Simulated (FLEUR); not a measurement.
InP: equation of state with AM05

**Measured values to compare with.**

A printed reference work, data compilation reports, for a bulk crystal of InP: bulk modulus 71 GPa.

Crystal: InP.

```xyz
2
Lattice="0.0000 2.9305 2.9305 2.9305 0.0000 2.9305 2.9305 2.9305 0.0000" Properties=species:S:1:pos:R:3 pbc="T T T"
In    0.0000    0.0000    0.0000
P     4.3957    4.3957    4.3957
```

* Program: FLEUR MaX-R8.1 (later development tree)
* Task: equation of state
* Functional: AM05
* Potentials or basis: all-electron
* Basis: FLAPW
* Kmax: 5 1/bohr
* k mesh: 8 × 8 × 8
* Occupations: fermi-dirac, width 0.05 eV
* Spin: no spin polarisation

```
Equilibrium volume                      : 25.50 Å³/atom
Bulk modulus                            : 66 GPa
Pressure derivative of the bulk modulus : 4.3 (rough: it moves with the points fitted)
```

Energy against volume, from the lowest point:
| volume (Å³/atom) | energy (meV/atom) |
| --- | --- |
| 23.657 | 30.33 |
| 24.160 | 15.02 |
| 25.167 | 0.00 |
| 26.173 | 2.66 |
| 26.677 | 9.48 |

Against the measured bulk modulus of InP, 71 GPa (a printed reference work, data compilation), the calculated 66 GPa is off by -7.0 %. The fit is for a static lattice scaled at fixed shape and fixed fractional positions.
